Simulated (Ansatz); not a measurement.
# Convergence study of shifted k-point meshes for RuO2 (Cmm2, 6 atoms in the cell)

```
CELL_PARAMETERS angstrom
      4.50347     0.00000     0.00000
      0.00000     4.50347     0.00000
      0.00000     0.00000     3.11933
ATOMIC_POSITIONS crystal
  Ru 0.00000 0.00000 0.01603
  Ru 0.50000 0.50000 0.50000
  O  0.30600 0.30600 0.00000
  O  0.80600 0.19400 0.50000
  O  0.19400 0.80600 0.50000
  O  0.69400 0.69400 0.00000
```

Method: PBEsol, default PAW files made with PBE (plane waves; Ansatz, a first-principles code).

Base settings: basis.ecutwfc = 420 eV; kpoints.mp_grid.grid = 7 7 11; hamiltonian.xc = pbesol; hamiltonian.pseudopotentials = {kind: paw} (the program's default PAW files); scf.occupations.method = gaussian; scf.occupations.width = 0.1 eV.

In this ladder: kpoints.mp_grid.shift = 0.5 0.5 0.5.

Only quantities that move along the ladder and can be compared are tabulated.

The starting cell has typed, rounded lattice constants, without a prior relaxation at this level. Its lattice was rescaled by up to half a per cent. One atom was moved a little off its site on purpose. Spin polarisation is off. In the base run, with a pressure of about -7 GPa the cell is away from its equilibrium volume at this level. In the base run, forces exceed 1 eV/Å. Ansatz's pressure includes its estimate of the finite-basis (Pulay) stress.

Steps (kpoints.mp_grid.grid): 1 1 2; 2 2 2; 2 2 3; 3 3 4; 3 3 5; 4 4 5; 4 4 6; 5 5 7; 6 6 8; 6 6 9; 7 7 10; 8 8 11; 9 9 12; 10 10 14; 11 11 15; 12 12 17; 13 13 19; 14 14 21; 16 16 23; 18 18 25; 20 20 28; 22 22 31; 24 24 34.

### Question
What is the coarsest kpoints.mp_grid.grid that holds the free energy within 2 meV/atom of the last step, with all finer ones?

### Answer
5 5 7; the step before is off by 3.1 meV/atom.

### Question
What is the coarsest kpoints.mp_grid.grid that holds the pressure within 1 GPa of the last step, with all finer ones?

### Answer
2 2 3; the step before is off by 3.3 GPa.

### Question
What is the coarsest kpoints.mp_grid.grid that holds the forces within 0.01 eV/Å of the last step, with all finer ones?

### Answer
7 7 10; the step before is off by 0.013 eV/Å.

| kpoints.mp_grid.grid | free energy less the last step's (meV/atom) | pressure (GPa) | largest difference of a force vector from the last step's (eV/Å) |
|---|---|---|---|
| 1 1 2 | 226.01 | -0.50 | 2.534 |
| 2 2 2 | 86.62 | -3.46 | 1.092 |
| 2 2 3 | 28.26 | -6.15 | 0.534 |
| 3 3 4 | 5.28 | -6.51 | 0.139 |
| 3 3 5 | 4.63 | -6.66 | 0.083 |
| 4 4 5 | 4.62 | -6.61 | 0.064 |
| 4 4 6 | 3.12 | -6.63 | 0.051 |
| 5 5 7 | 0.22 | -6.74 | 0.042 |
| 6 6 8 | -0.05 | -6.79 | 0.014 |
| 6 6 9 | 0.10 | -6.76 | 0.013 |
| 7 7 10 | 0.10 | -6.77 | 0.005 |
| 8 8 11 | 0.21 | -6.76 | 0.009 |
| 9 9 12 | 0.04 | -6.76 | 0.002 |
| 10 10 14 | -0.06 | -6.77 | 0.004 |
| 11 11 15 | 0.03 | -6.76 | 0.001 |
| 12 12 17 | 0.00 | -6.76 | 0.002 |
| 13 13 19 | 0.01 | -6.76 | 0.001 |
| 14 14 21 | 0.01 | -6.76 | 0.000 |
| 16 16 23 | 0.00 | -6.76 | 0.000 |
| 18 18 25 | 0.00 | -6.76 | 0.000 |
| 20 20 28 | 0.00 | -6.76 | 0.000 |
| 22 22 31 | 0.00 | -6.76 | 0.000 |
| 24 24 34 | 0.00 | -6.76 | 0.000 |

Two neighbours can agree and both be off: 3 3 4 and 3 3 5 differ by 0.65 meV/atom in the free energy, yet lie about 4.6 meV/atom from the last step.

Keys are those of Ansatz 0.2.
